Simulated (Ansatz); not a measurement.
Theory: DFT PBE, scalar-relativistic, plane waves, PAW in Ansatz 0.2.0. Settings: cutoff 420 eV, Γ-centred meshes spaced at most about 0.3 Å⁻¹, and about 0.25 Å⁻¹ or finer for metals (2π included), Gaussian smearing. No spin polarisation.

Each guess is relaxed in cell and atoms at zero pressure, on a coarse mesh first where it starts far from rest and then on a converged one. The steps can't lower the symmetry of the start, but it can rise. Energies are static (0 K, no zero-point motion).

Two unrelaxed guesses for In₅Sb:

A.

```cif
data_structure
_symmetry_space_group_name_H-M 'F-43m'
_symmetry_Int_Tables_number 216
_cell_length_a 8.8821
_cell_length_b 8.8821
_cell_length_c 8.8821
_cell_angle_alpha 90.000
_cell_angle_beta 90.000
_cell_angle_gamma 90.000
_cell_volume 700.71
loop_
_atom_site_label
_atom_site_type_symbol
_atom_site_symmetry_multiplicity
_atom_site_Wyckoff_symbol
_atom_site_fract_x
_atom_site_fract_y
_atom_site_fract_z
_atom_site_occupancy
In1 In 4 b 0.50000 0.00000 0.00000 1
In2 In 16 e 0.35793 0.14207 0.35793 1
Sb1 Sb 4 d 0.25000 0.25000 0.75000 1
```

B.

```cif
data_structure
_symmetry_space_group_name_H-M 'F-43m'
_symmetry_Int_Tables_number 216
_cell_length_a 8.4318
_cell_length_b 8.4318
_cell_length_c 8.4318
_cell_angle_alpha 90.000
_cell_angle_beta 90.000
_cell_angle_gamma 90.000
_cell_volume 599.47
loop_
_atom_site_label
_atom_site_type_symbol
_atom_site_symmetry_multiplicity
_atom_site_Wyckoff_symbol
_atom_site_fract_x
_atom_site_fract_y
_atom_site_fract_z
_atom_site_occupancy
In1 In 16 e 0.12478 0.37522 0.87522 1
In2 In 4 c 0.25000 0.25000 0.25000 1
Sb1 Sb 4 a 0.00000 0.00000 0.00000 1
```

Question: Where do they end, and which end is lower?

Answer: Both fall into one structure. A: F-43m at 29.2 Å³/atom → F-43m at 29.1 Å³/atom; B: F-43m at 25.0 Å³/atom → F-43m at 29.1 Å³/atom. Conventional cell: a = 8.874 Å. In on a site of symmetry -43m has 12 In at 3.68 Å and 4 Sb at 3.84 Å; In on a site of symmetry 3m has 6 In at 3.13–3.14 Å, 3 Sb at 3.68 Å and 3 In at 3.68 Å; Sb is surrounded by 16 In at 3.68–3.84 Å.

```cif
data_structure
_symmetry_space_group_name_H-M 'F-43m'
_symmetry_Int_Tables_number 216
_cell_length_a 8.8736
_cell_length_b 8.8736
_cell_length_c 8.8736
_cell_angle_alpha 90.000
_cell_angle_beta 90.000
_cell_angle_gamma 90.000
_cell_volume 698.71
loop_
_atom_site_label
_atom_site_type_symbol
_atom_site_symmetry_multiplicity
_atom_site_Wyckoff_symbol
_atom_site_fract_x
_atom_site_fract_y
_atom_site_fract_z
_atom_site_occupancy
In1 In 4 b 0.50000 0.00000 0.00000 1
In2 In 16 e 0.37523 0.37523 0.12477 1
Sb1 Sb 4 d 0.25000 0.25000 0.75000 1
```

Ends held by symmetry can be saddle points. This end isn't the lowest form computed: that has In and Sb ordered on hcp sites, space group P-62m (No. 189) and lies 121 meV/atom below it. Even the lowest of the cells shown lies +0.14 eV/atom against the elements. Spin–orbit coupling, which can matter for Sb, is left out. Some structure types and database cells were kept out of the candidates from the start, so a known form may be missing.
